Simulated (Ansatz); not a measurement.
## Redistribution: C3H7Br + C2H4S → C3H8S + C2H3Br

Species: C3H7Br (1-bromopropane) `CCCBr`, singlet; C2H4S `C=CS`, singlet; C3H8S (1-propanethiol) `CCCS`, singlet; C2H3Br (vinyl bromide) `C=CBr`, singlet. The partners trade Br for SH; both sit on C, so the bond types are kept.

Shapes, held fixed at every level: PBE0-D4/def2-TZVP. Flexible molecules stand in one conformer, not always the lowest. Programs: Ansatz 0.2.0. Electronic energies: no zero-point or thermal term.

Task: Estimate ΔE of this reaction.

Result: The highest level, CCSD(T)/def2-TZVPP, gives ΔE = +11.3 kJ/mol; the levels span +11.3 to +14.5. The column of differences is taken from that level and isn't an error. No measured value is set beside it here. Relativity is left out for Br. Outer-core shells of Br are correlated in most correlated rows, in sets that cover them unevenly. Times are processor times on shared x86 and Arm servers, and rough.

```json
{"level": "HF/def2-TZVPP", "kind": "Hartree–Fock", "ΔE (kJ/mol)": "+14.5", "less CCSD(T)/def2-TZVPP": "+3.2", "CPU time (sum over the molecules)": "–"}
{"level": "B3LYP-D4/def2-TZVPP", "kind": "global hybrid", "ΔE (kJ/mol)": "+14.1", "less CCSD(T)/def2-TZVPP": "+2.8", "CPU time (sum over the molecules)": "52 s"}
{"level": "PBE0-D4/def2-TZVPP", "kind": "global hybrid", "ΔE (kJ/mol)": "+13.5", "less CCSD(T)/def2-TZVPP": "+2.2", "CPU time (sum over the molecules)": "33 s"}
{"level": "wB97M-V/def2-TZVPP", "kind": "range-separated hybrid", "ΔE (kJ/mol)": "+11.9", "less CCSD(T)/def2-TZVPP": "+0.6", "CPU time (sum over the molecules)": "2.2 min"}
{"level": "wB97X-V/def2-TZVPP", "kind": "range-separated hybrid", "ΔE (kJ/mol)": "+11.8", "less CCSD(T)/def2-TZVPP": "+0.5", "CPU time (sum over the molecules)": "90 s"}
{"level": "B2PLYP/def2-TZVPP", "kind": "double hybrid", "ΔE (kJ/mol)": "+13.7", "less CCSD(T)/def2-TZVPP": "+2.4", "CPU time (sum over the molecules)": "64 s"}
{"level": "CCSD(T)/def2-TZVPP", "kind": "coupled cluster or CI", "ΔE (kJ/mol)": "+11.3", "less CCSD(T)/def2-TZVPP": "0.0", "CPU time (sum over the molecules)": "23 min"}
```
